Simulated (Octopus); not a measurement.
# Hf (P6_3/mmc) in Octopus: equation of state

Aim: energy against volume of Hf in PBEsol, for its equilibrium volume and stiffness.

All numbers are computed with Octopus 16.4; they aren't measurements. Logs are shortened: lines on timing, memory, paths and dates and some standing lists are left out, and cuts for length are marked.

## (1) Starting point

It takes space group P6_3/mmc (No. 194, hexagonal). The conventional cell has a = 3.197 Å, b = 3.197 Å, c = 5.058 Å, α = 90.00°, β = 90.00°, γ = 120.00°. Around Hf (site symmetry -6m2) lie 12 Hf at 3.13 to 3.20 Å.

## (2) Equation of state, PBEsol, 22.38 Å³/atom

inp reads:

```
CalculationMode = gs
UnitsOutput = eV_Angstrom
PeriodicDimensions = 3
ExperimentalFeatures = yes
PseudopotentialSet = pseudodojo_pbesol
%LatticeParameters
 1*angstrom | 1*angstrom | 1*angstrom
%
%LatticeVectors
 3.1967 | 0 | 0
 -1.59835 | 2.7684234083 | 0
 0 | 0 | 5.0578
%
%ReducedCoordinates
 "Hf" | 0.6666666667 | 0.3333333333 | 0.75
 "Hf" | 0.3333333333 | 0.6666666667 | 0.25
%
%Spacing
 0.14530455*angstrom | 0.14530455*angstrom | 0.14875882*angstrom
%
DerivativesOrder = 8
%KPointsGrid
 10 | 10 | 5
%
KPointsUseSymmetries = yes
XCFunctional = gga_x_pbe_sol + gga_c_pbe_sol
SmearingFunction = fermi_dirac
Smearing = 0.05*eV
ExtraStates = 10
Eigensolver = chebyshev_filter
ConvRelDens = 3e-7
MaximumIter = 120
%Output
 density | cube
 elf | cube
 potential | cube
%
```

Potentials or basis: pseudodojo_pbesol (PseudoDojo 0.4, PBEsol).

Launch:

```console
> OMP_NUM_THREADS=1 octopus > out.log
```

out.log:

```text
Running octopus

[... 13 lines left out ...]

Input: [AllElectronType = no]
Input: [PseudopotentialSet = pseudodojo_pbesol]
Reading Coordinates from ReducedCoordinates block

****************************** Species *******************************
  Species 'Hf'
    type             : pseudopotential
    file             : 'Hf.upf'
    file format      : UPF2
    valence charge   : 12.0
    atomic number    :  72
    form on file     : kleinman-bylander
    lmax             : 3
    llocal           : -1
    projectors per l : 2
    total projectors : 8
    application form : kleinman-bylander
    orbitals         : 10
    bound orbitals   : 10

**********************************************************************

***************************** Symmetries *****************************
Space group No.  194
International: P6_3/mmc
Schoenflies: D6h^4
Info: The system has    12 symmorphic symmetries that can be used.
  Index                Rotation matrix                      Fractional translations
    1 :     1   0   0     0   1   0     0   0   1      0.000000    0.000000    0.000000
    2 :    -1   0   0     0  -1   0     0   0  -1      0.000000    0.000000    0.000000
    3 :     0   1   0    -1  -1   0     0   0   1      0.000000    0.000000    0.000000
    4 :     0  -1   0     1   1   0     0   0  -1      0.000000    0.000000    0.000000
    5 :    -1  -1   0     1   0   0     0   0   1      0.000000    0.000000    0.000000
    6 :     1   1   0    -1   0   0     0   0  -1      0.000000    0.000000    0.000000
    7 :    -1  -1   0     0   1   0     0   0  -1      0.000000    0.000000    0.000000
    8 :     1   1   0     0  -1   0     0   0   1      0.000000    0.000000    0.000000
    9 :     0   1   0     1   0   0     0   0  -1      0.000000    0.000000    0.000000
   10 :     0  -1   0    -1   0   0     0   0   1      0.000000    0.000000    0.000000
   11 :     1   0   0    -1  -1   0     0   0  -1      0.000000    0.000000    0.000000
   12 :    -1   0   0     1   1   0     0   0   1      0.000000    0.000000    0.000000
Info: The system also has    12 nonsymmorphic symmetries (not used for electrons).
    1 :     1   1   0    -1   0   0     0   0   1     -0.000000    0.000000   -0.500000
    2 :    -1  -1   0     1   0   0     0   0  -1     -0.000000   -0.000000   -0.500000
    3 :    -1   0   0     0  -1   0     0   0   1     -0.000000   -0.000000   -0.500000
    4 :     1   0   0     0   1   0     0   0  -1      0.000000    0.000000   -0.500000
    5 :     0  -1   0     1   1   0     0   0   1     -0.000000   -0.000000   -0.500000
    6 :     0   1   0    -1  -1   0     0   0  -1     -0.000000   -0.000000   -0.500000
    7 :     0  -1   0    -1   0   0     0   0  -1     -0.000000   -0.000000   -0.500000
    8 :     0   1   0     1   0   0     0   0   1     -0.000000    0.000000   -0.500000
    9 :    -1   0   0     1   1   0     0   0  -1     -0.000000    0.000000   -0.500000
   10 :     1   0   0    -1  -1   0     0   0   1     -0.000000   -0.000000   -0.500000
   11 :     1   1   0     0  -1   0     0   0  -1     -0.000000   -0.000000   -0.500000
   12 :    -1  -1   0     0   1   0     0   0   1     -0.000000   -0.000000   -0.500000
**********************************************************************

Input: [CurvMethod = curv_affine]
Input: [DerivativesStencil = stencil_stargeneral]

****************************** Lattice *******************************
  Lattice Vectors [A]
    3.196700    0.000000    0.000000
   -1.598350    2.768423    0.000000
    0.000000    0.000000    5.057800
  Cell volume =            44.7606 [A^3]
  Reciprocal-Lattice Vectors [A^-1]
    1.965522    1.134795   -0.000000
    0.000000    2.269590    0.000000
    0.000000   -0.000000    1.242276
  Cell angles [degree]
    alpha =   90.000
    beta  =   90.000
    gamma =  120.000
**********************************************************************

Checking if the generated full k-point grid is symmetric

    58 k-points generated from parameters :
 ---------------------------------------------------
[... 135 lines left out ...]
      Block       5 contains       4 states:      17 -      20
      Block       6 contains       2 states:      21 -      22
Info: Ground-state allocation done.
Info: Could not find 'restart/gs' directory for restart.
[... 18 lines left out ...]
** Warning:
**   Cannot do LCAO for all states because there are not enough atomic orbitals.
**   Required: 22. Available: 20. 2 orbitals will be randomized.

Info: Unnormalized total charge =     23.980688
Info: Renormalized total charge =     24.000000

** Warning:
**   Symmetrization discrepancy ratio (scalar) =  3.16804E-04

Info: Setting up Hamiltonian.
Info: Performing initial LCAO calculation with     20 orbitals.
Info: Getting Hamiltonian matrix elements.

Eigenvalues [eV]
 #st  Spin   Eigenvalue      Occupation
#k =       1, k = (  0.000000,  0.000000,  0.000000)
   1   --   -51.772034       2.000000
   2   --   -51.696871       2.000000
   3   --   -21.027267       2.000000
   4   --   -20.293254       2.000000
   5   --   -20.293206       2.000000
   6   --   -20.159190       2.000000
[... 12 lines left out ...]
  19   --    15.189091       0.000018
  20   --    19.216310       0.000000
#k =       2, k = (  0.100000,  0.000000,  0.000000)
   1   --   -51.754322       2.000000
   2   --   -51.682141       2.000000
   3   --   -20.997041       2.000000
   4   --   -20.288280       2.000000
   5   --   -20.233516       2.000000
   6   --   -20.143222       2.000000
[... 12 lines left out ...]
  19   --    15.688281       0.000000
  20   --    19.480072       0.000000
[... 56 further k-points ...]
Fermi energy =    14.607799 eV
Generating random wavefunctions for states       21 and above
Orthogonalizing wavefunctions.
Info: Ground-state restart information will be written to 'restart/gs'.
Info: SCF using complex wavefunctions.
Info: Starting SCF iteration.

** Warning:
**   Symmetrization discrepancy ratio (scalar) =  3.43219E-02

*********************** SCF CYCLE ITER #    1 ************************
 etot  = -3.04663320E+03 abs_ev   =  4.18E+01 rel_ev   =  1.05E-01
 ediff =        1.12E+02 abs_dens =  1.16E+00 rel_dens =  4.82E-02
Matrix vector products: 1450
Converged eigenvectors: 0

#  State  KPoint  Eigenvalue [eV]  Occupation    Error
      1       1      -51.774249    2.000000   ( 1.2E-07)
      1       2      -51.768980    2.000000   ( 2.4E-07)
      1       3      -51.767075    2.000000   ( 4.6E-07)
      1       6      -51.762115    2.000000   ( 1.7E-07)
      1       5      -51.762115    2.000000   ( 1.5E-07)
      1       4      -51.759234    2.000000   ( 2.6E-07)
      1       8      -51.754766    2.000000   ( 3.4E-07)
      1       7      -51.752967    2.000000   ( 1.7E-06)
[... 23 lines left out ...]
     22      16       23.113251    0.000000   ( 1.4E-01)
     22      36       23.133122    0.000000   ( 1.2E-01)
     22       8       23.294978    0.000000   ( 1.2E-01)
     22      19       23.306714    0.000000   ( 1.2E-01)
     22      12       23.644957    0.000000   ( 1.4E-01)
     22      32       23.686464    0.000000   ( 1.4E-01)
     22      14       23.857145    0.000000   ( 1.3E-01)
     22      23       24.097798    0.000000   ( 1.2E-01)

Density of states:

----------------------------%-----------------------------------------
----------------------------%-----------------------------------------
----------------------------%%----------------------------------------
----------------------------%%----------------------------------------
%---------------------------%%----------------------------------------
%---------------------------%%---------------------------%------------
%---------------------------%%-------------------------%%%---%--------
%---------------------------%%------------------------%%%%--%%--------
%---------------------------%%----------------------%%%%%%%%%%%%%-----
%---------------------------%%---------------------%%%%%%%%%%%%%%%%%%-
                                                        ^

Fermi energy =     9.335117 eV

**********************************************************************

*********************** SCF CYCLE ITER #    2 ************************
 etot  = -3.05617805E+03 abs_ev   =  6.55E+00 rel_ev   =  1.63E-02
 ediff =        3.51E-01 abs_dens =  9.10E-02 rel_dens =  3.79E-03
Matrix vector products: 1450
Converged eigenvectors: 0
[... 127 lines left out ...]
*********************** SCF CYCLE ITER #   13 ************************
 etot  = -3.06843831E+03 abs_ev   =  5.35E-05 rel_ev   =  1.30E-07
 ediff =        2.20E-06 abs_dens =  8.44E-07 rel_dens =  3.52E-08
Matrix vector products: 1450
Converged eigenvectors: 201

#  State  KPoint  Eigenvalue [eV]  Occupation    Error
      1       1      -52.743475    2.000000   ( 1.2E-08)
      1       2      -52.738514    2.000000   ( 1.7E-08)
      1       3      -52.736704    2.000000   ( 1.2E-08)
      1       6      -52.732034    2.000000   ( 1.3E-08)
      1       5      -52.732034    2.000000   ( 1.3E-08)
      1       4      -52.729336    2.000000   ( 2.0E-08)
      1       8      -52.725129    2.000000   ( 2.0E-08)
      1       7      -52.723422    2.000000   ( 2.1E-08)
[... 23 lines left out ...]
     22      24       21.882643    0.000000   ( 1.1E-02)
     22      23       21.985430    0.000000   ( 1.9E-02)
     22      16       22.098750    0.000000   ( 6.9E-02)
     22      15       22.169729    0.000000   ( 5.3E-02)
     22      12       22.220700    0.000000   ( 4.7E-02)
     22      11       22.236815    0.000000   ( 4.1E-02)
     22       4       22.252921    0.000000   ( 5.6E-02)
     22       8       22.455223    0.000000   ( 5.0E-02)

Density of states:

-----------------------------%----------------------------------------
-----------------------------%----------------------------------------
-----------------------------%----------------------------------------
-----------------------------%----------------------------------------
-----------------------------%----------------------------------------
-----------------------------%----------------------------------------
%----------------------------%----------------------------------------
%----------------------------%--------------------------%-%---%-------
%----------------------------%-------------------------%%%%--%%-------
%---------------------------%%-----------------------%%%%%%%%%%%%%%%--
                                                         ^

Fermi energy =     9.138409 eV

**********************************************************************

Info: SCF converged in   13 iterations

** Warning:
**   Some of the states are not fully converged!

Info: Number of matrix-vector products:      18850
Info: Writing output to static/

Info: Finished writing information to 'restart/gs'.

Octopus emitted 18 warnings.
```

Wall time 7.2 min (1 thread of Arm Neoverse V2, shared host); peak memory 1.2 GiB.

What came out:

| Quantity | Value |
| --- | --- |
| Free energy | -3068.4493 eV |
| Band gap on the k mesh | none (metal or under the smearing width) |

[end of part 1 of 2]
